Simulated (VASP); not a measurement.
# Re (P6_3/mmc) in VASP: a series of runs

The runs below take Re through relaxation of cell and atoms, electrostatic potential, with PBEsol.

Everything below comes from runs of VASP 6.6.1. Logs are shortened: lines on timing, memory, paths and dates and some standing lists are left out, and cuts for length are marked.

## 1. Starting point

Symmetry: P6_3/mmc, No. 194, hexagonal system. The conventional cell has a = 2.760 Å, b = 2.760 Å, c = 4.450 Å, α = 90.00°, β = 90.00°, γ = 120.00°. Around Re (site symmetry -6m2) lie 12 Re at 2.74 to 2.76 Å.

The cell was built by a generator and needn't be a form met in nature.

## 2. Relaxation of cell and atoms, PBEsol

File INCAR:

```
SYSTEM = Re
  PREC = Accurate
  ENCUT = 600
  EDIFF = 1E-6
  ISMEAR = 1
  SIGMA = 0.1
  LREAL = .False.
  LASPH = .True.
  NELM = 120
  ALGO = Normal
  ISIF = 3
  LWAVE = .False.
  LCHARG = .False.
  GGA = PS
  IBRION = 2
  NSW = 40
  EDIFFG = -0.005
```

File KPOINTS:

```
regular mesh
0
Gamma
  18 18 10
  0 0 0
```

File POSCAR:

```
Re
1.0
    2.7600000000      0.0000000000      0.0000000000
   -1.3800000000      2.3902301100      0.0000000000
    0.0000000000      0.0000000000      4.4500000000
Re
2
Direct
    0.3333333300      0.6666666700      0.2500000000
    0.6666666700      0.3333333300      0.7500000000
```

Potentials or basis: VASP PAW PBE potentials, release 64 (Re).

Launch:

```bash
$ cat potpaw_PBE.64/Re/POTCAR > POTCAR
$ mpirun -np 1 vasp_std > vasp.out
```

OUTCAR:

```text
SYSTEM = Re
   PREC = Accurate
   ENCUT = 600
   EDIFF = 1E-6
   ISMEAR = 1
   LREAL = .False.
   LASPH = .True.
   NELM = 120
   ISIF = 3
   GGA = PS
   IBRION = 2
   NSW = 40
   EDIFFG = -0.005

 ion  position               nearest neighbor table
   1  0.333  0.667  0.250-   2 2.74   2 2.74   2 2.74   2 2.74   2 2.74   2 2.74
   2  0.667  0.333  0.750-   1 2.74   1 2.74   1 2.74   1 2.74   1 2.74   1 2.74

  LATTYP: Found a hexagonal cell.
 ALAT       =     2.7600000000
 C/A-ratio  =     1.6123188406

  Lattice vectors:

 A1 = (   2.7600000000,   0.0000000000,   0.0000000000)
 A2 = (  -1.3800000000,   2.3902301100,   0.0000000000)
 A3 = (   0.0000000000,   0.0000000000,   4.4500000000)

Analysis of symmetry for initial positions (statically):
=====================================================================
 Subroutine PRICEL returns:
 Original cell was already a primitive cell.

 Routine SETGRP: Setting up the symmetry group for a
 hexagonal supercell.

 Subroutine GETGRP returns: Found 24 space group operations
 (whereof 12 operations were pure point group operations)
 out of a pool of 24 trial point group operations.

The static configuration has the point symmetry D_3d.
 The point group associated with its full space group is D_6h.

Analysis of symmetry for dynamics (positions and initial velocities):
=====================================================================
 Subroutine PRICEL returns:
 Original cell was already a primitive cell.

 Routine SETGRP: Setting up the symmetry group for a
 hexagonal supercell.

 Subroutine GETGRP returns: Found 24 space group operations
 (whereof 12 operations were pure point group operations)
 out of a pool of 24 trial point group operations.

The dynamic configuration has the point symmetry D_3d.
 The point group associated with its full space group is D_6h.

 Subroutine INISYM returns: Found 24 space group operations
 (whereof 12 operations are pure point group operations),
 and found     1 'primitive' translations

----------------------------------------------------------------------------------------

                                     Primitive cell

  volume of cell :      29.3568

  direct lattice vectors                    reciprocal lattice vectors
     2.760000000  0.000000000  0.000000000     0.362318841  0.209184881  0.000000000
    -1.380000000  2.390230110  0.000000000     0.000000000  0.418369761  0.000000000
     0.000000000  0.000000000  4.450000000     0.000000000  0.000000000  0.224719101

  length of vectors
[... 122 lines left out ...]
--------------------------------------- Ionic step        1  -------------------------------------------

 number of electron      14.0000000 magnetization

 Free energy of the ion-electron system (eV)
  ---------------------------------------------------
  ext. energy  EPLUGINS =         0.00000000
  ---------------------------------------------------
  free energy    TOTEN  =       -26.73548416 eV

  energy without entropy =      -26.73571009  energy(sigma->0) =      -26.73555947

------------------------ aborting loop because EDIFF is reached ----------------------------------------

  FORCE on cell =-STRESS in cart. coord.  units (eV):
  Direction    XX          YY          ZZ          XY          YZ          ZX
  --------------------------------------------------------------------------------------
  -------------------------------------------------------------------------------------
  Total       -0.6511426     -0.6511426     -0.4736893      0.0000000     -0.0000000      0.0000000
  in kB      -35.5367643    -35.5367642    -25.8520706      0.0000000     -0.0000000      0.0000000
  external PRESSURE =     -32.3085330 kB  Pullay stress =       0.0000000 kB
[... 89 lines left out ...]
  FREE ENERGIE OF THE ION-ELECTRON SYSTEM (eV)
  ---------------------------------------------------
  free  energy   TOTEN  =       -26.7380343254 eV

  energy  without entropy=      -26.7382820167  energy(sigma->0) =      -26.73811689

[... ionic steps 4 to 7 ...]

--------------------------------------- Ionic step        8  -------------------------------------------

 number of electron      14.0000000 magnetization

------------------------ aborting loop because EDIFF is reached ----------------------------------------
[... 67 lines left out ...]
--------------------------------------- Ionic step       10  -------------------------------------------

 number of electron      14.0000000 magnetization

 Free energy of the ion-electron system (eV)
  ---------------------------------------------------
  ext. energy  EPLUGINS =         0.00000000
  ---------------------------------------------------
  free energy    TOTEN  =       -26.73808632 eV

  energy without entropy =      -26.73837815  energy(sigma->0) =      -26.73818359

 E-fermi :   7.8288     XC(G=0): -13.8779

 val. band max:        7.8256235312   @ k =   0.3889   0.2222   0.3000
 cond. band min:       7.8315895217   @ k =   0.3889   0.0000   0.5000
 fundamental gap:      0.0059659904
 Fermi energy:         7.8287950507

 k-point     1 :       0.0000    0.0000    0.0000
  band No.  band energies     occupation
      1      -2.1223      2.00000
      2       1.1281      2.00000
      3       6.2303      2.00000
      4       6.2366      2.00000
      5       6.2366      2.00000
      6       7.0891      2.00000
      7       7.0891      2.00000
      8       8.0405     -0.01076
      9       8.0405     -0.01076
     10       8.4783     -0.00000
     11      11.2687      0.00000
[... 309 lines left out ...]
 k-point    24 :       0.3889    0.1111    0.0000
  band No.  band energies     occupation
      1       2.1873      2.00000
      2       2.3166      2.00000
      3       2.6300      2.00000
      4       5.5384      2.00000
      5       5.7233      2.00000
      6       6.4471      2.00000
      7       7.2097      2.00000
      8      11.1066      0.00000
      9      11.7199      0.00000
     10      12.0092      0.00000
     11      13.5886      0.00000

 [... further k-points ...]

------------------------ aborting loop because EDIFF is reached ----------------------------------------

  FORCE on cell =-STRESS in cart. coord.  units (eV):
  Direction    XX          YY          ZZ          XY          YZ          ZX
  --------------------------------------------------------------------------------------
  -------------------------------------------------------------------------------------
  Total        0.0019916      0.0019916     -0.0002050      0.0000000      0.0000000      0.0000000
  in kB        0.1095904      0.1095904     -0.0112789      0.0000000      0.0000000      0.0000000
  external PRESSURE =       0.0693007 kB  Pullay stress =       0.0000000 kB
[... 17 lines left out ...]
  FREE ENERGIE OF THE ION-ELECTRON SYSTEM (eV)
  ---------------------------------------------------
  free  energy   TOTEN  =       -26.7380863161 eV

  energy  without entropy=      -26.7383781475  energy(sigma->0) =      -26.73818359

 reached required accuracy - stopping structural energy minimisation
```

OSZICAR:

```text
N       E                     dE             d eps       ncg     rms          rms(c)
DAV:   1     0.346012075064E+02    0.34601E+02   -0.74081E+03  8608   0.171E+03
DAV:   2    -0.205112577355E+02   -0.55112E+02   -0.47617E+02  7644   0.333E+02
[... 60 lines left out ...]
   9 F= -.26738059E+02 E0= -.26738166E+02  d E =0.116379E-04
       N       E                     dE             d eps       ncg     rms          rms(c)
DAV:   1    -0.267381188835E+02   -0.59634E-04   -0.31828E-03  7334   0.260E+00    0.998E-02
DAV:   2    -0.267380941211E+02    0.24762E-04   -0.34099E-05  8782   0.121E-01    0.350E-02
DAV:   3    -0.267380860829E+02    0.80382E-05   -0.11435E-05  6023   0.931E-02    0.114E-02
DAV:   4    -0.267380863161E+02   -0.23320E-06   -0.40400E-06  4268   0.220E-02
  10 F= -.26738086E+02 E0= -.26738184E+02  d E =-.153836E-04
```

CONTCAR:

```text
Re
   1.00000000000000
     2.7504393628004147   -0.0000000000000000   -0.0000000000000000
    -1.3752196814002073    2.3819503553549577   -0.0000000000000000
    -0.0000000000000000    0.0000000000000000    4.4442078895582213
  Re
     2
Direct
     0.3333333300000021    0.6666666699999979    0.2500000000000000
     0.6666666699999979    0.3333333300000021    0.7500000000000000

  0.00000000E+00  0.00000000E+00  0.00000000E+00
  0.00000000E+00  0.00000000E+00  0.00000000E+00
```

It took 2.5 min on 1 thread of Intel Xeon Platinum 8488C (Sapphire Rapids), shared host; peak memory 0.24 GiB.

What came out:

| Quantity | Value |
| --- | --- |
| Free energy | -26.7381 eV |
| Relaxed volume | 14.56 Å³/atom |
| Relaxed cell | a = 2.750 Å, b = 2.750 Å, c = 4.444 Å, α = 90.00°, β = 90.00°, γ = 120.00° |
| Space group after relaxing (to 0.05 Å) | P6_3/mmc (No. 194) |
| Energy gained by relaxing | 1.3 meV/atom |
| Ionic steps | 10 |
| Pressure after relaxing | 0.0 GPa |
| Band gap on the k mesh | none (metal or under the smearing width) |

The path:
```tsv
step	energy change (eV)	largest force (eV/Å)	pressure (GPa)	volume (Å³)
1	0.0000	0.0000	-3.23	29.36
2	0.0432	0.0000	15.13	28.12
3	-0.0026	0.0000	-0.01	29.12
4	-0.0026	0.0000	0.01	29.11
5	-0.0025	0.0000	0.21	29.10
6	-0.0026	0.0000	0.18	29.11
7	-0.0025	0.0000	-0.69	29.17
8	-0.0026	0.0000	-0.16	29.13
9	-0.0026	0.0000	0.21	29.10
10	-0.0026	0.0000	0.01	29.12
```

Final structure:
```cif
data_structure
_symmetry_space_group_name_H-M 'P 1'
_symmetry_Int_Tables_number 1
_cell_length_a 2.7504
_cell_length_b 2.7504
_cell_length_c 4.4442
_cell_angle_alpha 90.000
_cell_angle_beta 90.000
_cell_angle_gamma 120.000
_cell_volume 29.12
loop_
_atom_site_label
_atom_site_type_symbol
_atom_site_fract_x
_atom_site_fract_y
_atom_site_fract_z
_atom_site_occupancy
Re1 Re 0.33333 0.66667 0.25000 1
Re2 Re 0.66667 0.33333 0.75000 1
```

Levels at points of the mesh, in eV from the Fermi level:
```tsv
k point	band 4	band 5	band 6	band 7	band 8	band 9	band 10	band 11
(0.00, 0.00, 0.00)	-1.59	-1.59	-0.74	-0.74	0.21	0.21	0.65	3.44
(0.50, 0.00, 0.00)	-1.95	-1.72	-1.38	-0.59	4.07	4.47	4.61	6.19
(0.00, 0.00, 0.50)	-2.40	-1.72	-1.72	-1.72	-1.72	2.61	2.61	2.61
(0.50, 0.00, 0.50)	-4.14	0.42	0.42	0.97	0.97	4.38	4.38	4.88
```

Caveat: the PAW data sets were made with another functional, which shifts forces and pressure a little. Spin-orbit coupling is left out, which matters for the levels of Re.

(Part 1 of 2 ends here.)
